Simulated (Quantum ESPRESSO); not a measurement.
Here is a Quantum ESPRESSO 7.5 calculation.

Contents of pw.in:

```
&CONTROL
  calculation = 'scf'
  prefix = 'pwscf'
  outdir = './tmp'
  pseudo_dir = './pseudo'
  tprnfor = .true.
  tstress = .true.
  disk_io = 'low'
/
&SYSTEM
  ibrav = 0
  celldm(1) = 8
  nat = 4
  ntyp = 2
  ecutwfc = 88
  nbnd = 24
  input_dft = 'r2scan'
  occupations = 'smearing'
  smearing = 'fd'
  degauss = 0.00367493
  nosym = .true.
/
&ELECTRONS
  conv_thr = 1d-08
  electron_maxstep = 120
  mixing_beta = 0.5
/
ATOMIC_SPECIES
Al    26.9815 Al_ONCV_PBE-1.2.upf
N     14.0070 N_ONCV_PBE-1.2.upf
CELL_PARAMETERS alat
  0.7353396782450   0.0000000000000   0.0000000000000
 -0.3676698391225   0.6368228417753   0.0000000000000
  0.0000000000000   0.0000000000000   1.1765907283451
ATOMIC_POSITIONS crystal
Al     0.6666666667    0.3333333333    0.5000000000
Al     0.3333333333    0.6666666667    0.0000000000
N      0.6666666667    0.3333333333    0.8800000000
N      0.3333333333    0.6666666667    0.3800000000
K_POINTS automatic
8 8 4 0 0 0
```

The input bands.in:

```
&CONTROL
  calculation = 'bands'
  prefix = 'pwscf'
  outdir = './tmp'
  pseudo_dir = './pseudo'
  disk_io = 'low'
  verbosity = 'high'
/
&SYSTEM
  ibrav = 0
  celldm(1) = 8
  nat = 4
  ntyp = 2
  ecutwfc = 88
  nbnd = 24
  input_dft = 'r2scan'
  occupations = 'smearing'
  smearing = 'fd'
  degauss = 0.00367493
  nosym = .true.
/
&ELECTRONS
  conv_thr = 1d-08
  electron_maxstep = 120
  mixing_beta = 0.5
  diago_full_acc = .true.
  startingwfc = 'random'
/
ATOMIC_SPECIES
Al    26.9815 Al_ONCV_PBE-1.2.upf
N     14.0070 N_ONCV_PBE-1.2.upf
CELL_PARAMETERS alat
  0.7353396782450   0.0000000000000   0.0000000000000
 -0.3676698391225   0.6368228417753   0.0000000000000
  0.0000000000000   0.0000000000000   1.1765907283451
ATOMIC_POSITIONS crystal
Al     0.6666666667    0.3333333333    0.5000000000
Al     0.3333333333    0.6666666667    0.0000000000
N      0.6666666667    0.3333333333    0.8800000000
N      0.3333333333    0.6666666667    0.3800000000
K_POINTS crystal
60
 0.0000000000  0.0000000000  0.0000000000 1
 0.0714285714  0.0000000000  0.0000000000 1
 0.1428571429  0.0000000000  0.0000000000 1
 0.2142857143  0.0000000000  0.0000000000 1
 0.2857142857  0.0000000000  0.0000000000 1
 0.3571428571  0.0000000000  0.0000000000 1
 0.4285714286  0.0000000000  0.0000000000 1
 0.5000000000  0.0000000000  0.0000000000 1
 0.4583333333  0.0833333333  0.0000000000 1
 0.4166666667  0.1666666667  0.0000000000 1
 0.3750000000  0.2500000000  0.0000000000 1
 0.3333333333  0.3333333333  0.0000000000 1
 0.2962962963  0.2962962963  0.0000000000 1
 0.2592592593  0.2592592593  0.0000000000 1
 0.2222222222  0.2222222222  0.0000000000 1
 0.1851851852  0.1851851852  0.0000000000 1
 0.1481481481  0.1481481481  0.0000000000 1
 0.1111111111  0.1111111111  0.0000000000 1
 0.0740740741  0.0740740741  0.0000000000 1
 0.0370370370  0.0370370370  0.0000000000 1
 0.0000000000  0.0000000000  0.0000000000 1
 0.0000000000  0.0000000000  0.1250000000 1
 0.0000000000  0.0000000000  0.2500000000 1
 0.0000000000  0.0000000000  0.3750000000 1
 0.0000000000  0.0000000000  0.5000000000 1
 0.0625000000  0.0000000000  0.5000000000 1
 0.1250000000  0.0000000000  0.5000000000 1
 0.1875000000  0.0000000000  0.5000000000 1
 0.2500000000  0.0000000000  0.5000000000 1
 0.3125000000  0.0000000000  0.5000000000 1
 0.3750000000  0.0000000000  0.5000000000 1
 0.4375000000  0.0000000000  0.5000000000 1
 0.5000000000  0.0000000000  0.5000000000 1
 0.4666666667  0.0666666667  0.5000000000 1
 0.4333333333  0.1333333333  0.5000000000 1
 0.4000000000  0.2000000000  0.5000000000 1
 0.3666666667  0.2666666667  0.5000000000 1
 0.3333333333  0.3333333333  0.5000000000 1
 0.3030303030  0.3030303030  0.5000000000 1
 0.2727272727  0.2727272727  0.5000000000 1
 0.2424242424  0.2424242424  0.5000000000 1
 0.2121212121  0.2121212121  0.5000000000 1
 0.1818181818  0.1818181818  0.5000000000 1
 0.1515151515  0.1515151515  0.5000000000 1
 0.1212121212  0.1212121212  0.5000000000 1
 0.0909090909  0.0909090909  0.5000000000 1
 0.0606060606  0.0606060606  0.5000000000 1
 0.0303030303  0.0303030303  0.5000000000 1
 0.0000000000  0.0000000000  0.5000000000 1
 0.5000000000  0.0000000000  0.5000000000 1
 0.5000000000  0.0000000000  0.4000000000 1
 0.5000000000  0.0000000000  0.3000000000 1
 0.5000000000  0.0000000000  0.2000000000 1
 0.5000000000  0.0000000000  0.1000000000 1
 0.5000000000  0.0000000000  0.0000000000 1
 0.3333333333  0.3333333333  0.0000000000 1
 0.3333333333  0.3333333333  0.1250000000 1
 0.3333333333  0.3333333333  0.2500000000 1
 0.3333333333  0.3333333333  0.3750000000 1
 0.3333333333  0.3333333333  0.5000000000 1
```

Potentials or basis: SG15 PBE 1.2.

Launch:

```bash
$ OMP_NUM_THREADS=1 mpirun -n 4 pw.x -nk 4 -in pw.in > pw.out
$ OMP_NUM_THREADS=1 mpirun -n 4 pw.x -nk 4 -in bands.in > bands.out
```

Estimate the band gap along the path.

4.71 eV, direct.

Predict the band gap on the k mesh.

4.71 eV, direct.

What does it give for the pressure?

0.2 GPa.

Estimate the largest force.

0.148 eV/Å.

Stress tensor (GPa, compression positive):
```
-0.27  0.00  0.00
 0.00 -0.27  0.00
 0.00  0.00  1.09
```

Caveat: the potentials were made for another functional, which shifts forces and pressure.

**Measured values to compare with.**

“Structural and optical properties of self-assembled AlN nanowires grown on SiO2/Si substrates by molecular beam epitaxy”, 2024, arxiv:2402.00216 quotes, for a bulk crystal of AlN at 0 K: band gap 6.0343 eV (an exciton energy, a little under the gap).

A measured gap of AlN is 6.0343 eV (an exciton energy, a little under the gap; 0 K; quoted in “Structural and optical properties of self-assembled AlN nanowires grown on SiO2/Si substrates by molecular beam epitaxy”, 2024, arxiv:2402.00216); the calculated 4.71 eV misses it by -1.33 eV. 2 values of this kind are on record (6.034 to 6.0343 eV); this one was drawn at random. The value is that of r2SCAN, without temperature or zero-point motion.
